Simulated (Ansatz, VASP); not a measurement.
# Two plane-wave programs on Ir

```
Ir
1.0
     0.00000    1.91809    1.91809
     1.91809    0.00000    1.91809
     1.91809    1.91809    0.00000
Ir
1
Direct
  0.00000 0.00000 0.00000
```

Alike in both runs: functional PBEsol; k mesh 8 × 8 × 8; occupations gaussian, width 0.1 eV; no spin polarisation.

Ansatz relaxed the structure, and its values are those at the end. VASP's run is a single point on that final structure, the one shown.

|  | VASP | Ansatz |
| --- | --- | --- |
| version | VASP 6.6.1 | Ansatz 0.2.0 |
| potentials or method | VASP PAW PBE potentials, release 64 (Ir) | scalar-relativistic, plane waves, PAW |
| plane-wave cutoff (eV) | 520 | 420 |
| valence electrons in the cell | 9 | 17 |

```csv
,VASP,Ansatz,Ansatz less VASP
gap on the k mesh at the Fermi level (eV),none,none,-
pressure (GPa),0.7,-0.3,-0.95
```

A gap of «none» marks a metal or a gap that the smearing closes. The functional is the same, so the differences come from potentials, cutoffs and numerics. The two sets of potentials don't hold the same shells in valence.

Caveats: the PAW data sets were made with another functional, which shifts forces and pressure a little (VASP). Spin-orbit coupling is left out, which matters for the levels of Ir.
